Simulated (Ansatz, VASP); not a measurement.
## Sb in VASP and in Ansatz

File INCAR:

```
PREC     = Accurate       # precision mode
ENCUT    = 520            # plane-wave cutoff, eV
EDIFF    = 1E-7           # SCF threshold, eV
ISMEAR   = -1             # smearing method
SIGMA    = 0.15           # smearing width, eV
LREAL    = F              # projectors in reciprocal space
LASPH    = T              # aspherical terms in the spheres
NELM     = 80             # most SCF steps
ALGO     = Normal         # electronic algorithm
ISIF     = 2              # what is computed and relaxed
LWAVE    = F              # write WAVECAR
LCHARG   = F              # write CHGCAR
GGA      = CA             # functional
NBANDS   = 8              # bands
```

KPOINTS

```
regular mesh
0
Gamma
  12 12 12
```

The input POSCAR:

```
Sb
1.0
    3.5107790000      0.0000000000      0.0000000000
    0.6789527250      3.4445017614      0.0000000000
   -2.0948657819     -1.7222508144      2.2295646828
Sb
1
Direct
    0.0000000000      0.0000000000      0.0000000000
```

Input for Ansatz:

```yaml
crystal:
  lattice:
    - [3.510779, 0.0, 0.0]
    - [0.678952725039137, 3.4445017613586626, 0.0]
    - [-2.0948657819404604, -1.7222508144328752, 2.2295646827758286]
  atoms:
    - { symbol: Sb, position: [0.0, 0.0, 0.0] }
basis:
  ecutwfc: 557.833418042754
kpoints:
  mp_grid:
    grid: [12, 12, 12]
hamiltonian:
  xc: lda
scf:
  convergence:
    dr2_threshold: 1.0e-10
  occupations:
    method: fermi_dirac
    width: 0.15
output:
  forces: true
  stress: true
```

This isn't the form of Sb at room conditions, which is rhombohedral.

Alike in both runs: task single point; functional LDA; k mesh 12 × 12 × 12; occupations fermi-dirac, width 0.15 eV; no spin polarisation.

|  | VASP | Ansatz |
| --- | --- | --- |
| version | VASP 6.6.1 | Ansatz 0.2.0 |
| potentials or method | VASP PAW LDA potentials, release 64 (Sb) | plane waves, PAW |
| plane-wave cutoff (eV) | 520 | 558 |
| valence electrons in the cell | 5 | 15 |

|  | VASP | Ansatz | Ansatz less VASP |
| --- | --- | --- | --- |
| pressure (GPa) | -2.2 | -2.3 | -0.10 |

The two sets of potentials don't hold the same shells in valence.

The runs have no spin-orbit coupling, so splittings on Sb are missing.
